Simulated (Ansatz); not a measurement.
Geometry optimisation in Ansatz: input, command and trajectory.

```yaml
crystal:
  lattice:
    - [4.7962424824, 0.0, 0.0]
    - [-2.3981212412, 4.1536678325, 0.0]
    - [0.0, 0.0, 2.8255180246]
  atoms:
    - { symbol: Ge, position: [0.0, 0.0, 0.0] }
    - { symbol: Ge, position: [0.3333333333, 0.6666666667, 0.5] }
    - { symbol: Ge, position: [0.6666666667, 0.3333333333, 0.5] }
basis:
  ecutwfc: 500
kpoints:
  mp_grid: { grid: [12, 12, 14] }
hamiltonian:
  xc: r2scan
scf:
  occupations: { method: gaussian, width: 0.1 }
output:
  forces: true
  stress: true
  eigenvalues: true
relax:
  adjacent_minimum: "off"
  f_tol: 0.01
  max_steps: 60
  cell: { stress_tol: 0.1 }
```

```bash
ansatz run input.yaml --threads 1 --pin off --max-ram 2560MiB --backend cpu --events-out ev --progress --plain --runs-dir out
```

Computed with Ansatz, DFT r2SCAN, scalar-relativistic, plane waves, PAW.

Of 8 frames 7 are shown, positions in Å and forces in eV/Å; the SCF threshold varies from step to step. Steps run on the plane waves of an earlier cell, with a Pulay correction in the pressure. The basis is chosen afresh for the last frame, the zero of the energies, and at times for earlier ones too; energy and pressure step there, also at an unchanged geometry. The mark taken_back stands on steps that the optimiser undid.

```xyz
3
Lattice="4.7962 0.0000 0.0000 -2.3981 4.1537 0.0000 0.0000 0.0000 2.8255" Properties=species:S:1:pos:R:3:forces:R:3 pbc="T T T" step=1 free_energy_over_end_meV_per_atom=0.91 pressure_GPa=-0.15
Ge    0.0000    0.0000    0.0000    0.0000    0.0000    0.0000
Ge    0.0000    2.7691    1.4128    0.0000    0.0000    0.0000
Ge    2.3981    1.3846    1.4128    0.0000    0.0000    0.0000
3
Lattice="4.7821 0.0000 0.0000 -2.3910 4.1414 0.0000 0.0000 0.0000 2.8329" Properties=species:S:1:pos:R:3:forces:R:3 pbc="T T T" step=2 free_energy_over_end_meV_per_atom=0.57 pressure_GPa=0.06
Ge    0.0000    0.0000    0.0000    0.0000    0.0000    0.0000
Ge    0.0000    2.7609    1.4164    0.0000    0.0000    0.0000
Ge    2.3910    1.3805    1.4164    0.0000    0.0000    0.0000
3
Lattice="4.6479 0.0000 0.0000 -2.3240 4.0252 0.0000 0.0000 0.0000 2.9707" Properties=species:S:1:pos:R:3:forces:R:3 pbc="T T T" step=3 free_energy_over_end_meV_per_atom=18.97 pressure_GPa=1.50 taken_back
Ge    0.0000    0.0000    0.0000    0.0000    0.0000    0.0000
Ge    0.0000    2.6835    1.4854    0.0000    0.0000    0.0000
Ge    2.3240    1.3417    1.4854    0.0000    0.0000    0.0000
3
Lattice="4.7768 0.0000 0.0000 -2.3884 4.1369 0.0000 0.0000 0.0000 2.8577" Properties=species:S:1:pos:R:3:forces:R:3 pbc="T T T" step=4 free_energy_over_end_meV_per_atom=0.26 pressure_GPa=-0.44
Ge    0.0000    0.0000    0.0000    0.0000    0.0000    0.0000
Ge    0.0000    2.7579    1.4289    0.0000    0.0000    0.0000
Ge    2.3884    1.3790    1.4289    0.0000    0.0000    0.0000
3
Lattice="4.7501 0.0000 0.0000 -2.3751 4.1137 0.0000 0.0000 0.0000 2.8755" Properties=species:S:1:pos:R:3:forces:R:3 pbc="T T T" step=5 free_energy_over_end_meV_per_atom=0.26 pressure_GPa=-0.04 taken_back
Ge    0.0000    0.0000    0.0000    0.0000    0.0000    0.0000
Ge    0.0000    2.7425    1.4378    0.0000    0.0000    0.0000
Ge    2.3751    1.3712    1.4378    0.0000    0.0000    0.0000
3
Lattice="4.7622 0.0000 0.0000 -2.3811 4.1242 0.0000 0.0000 0.0000 2.8638" Properties=species:S:1:pos:R:3:forces:R:3 pbc="T T T" step=6 free_energy_over_end_meV_per_atom=0.02 pressure_GPa=-0.15
Ge    0.0000    0.0000    0.0000    0.0000    0.0000    0.0000
Ge    0.0000    2.7495    1.4319    0.0000    0.0000    0.0000
Ge    2.3811    1.3747    1.4319    0.0000    0.0000    0.0000
3
Lattice="4.7603 0.0000 0.0000 -2.3802 4.1225 0.0000 0.0000 0.0000 2.8599" Properties=species:S:1:pos:R:3:forces:R:3 pbc="T T T" step=8 free_energy_over_end_meV_per_atom=0.00 pressure_GPa=0.00
Ge    0.0000    0.0000    0.0000    0.0000    0.0000    0.0000
Ge    0.0000    2.7484    1.4300    0.0000    0.0000    0.0000
Ge    2.3802    1.3742    1.4300    0.0000    0.0000    0.0000
```

The run took 81 s on 1 thread of Intel(R) Xeon(R) 6975P-C (Granite Rapids) (shared host), peak memory 0.71 GiB.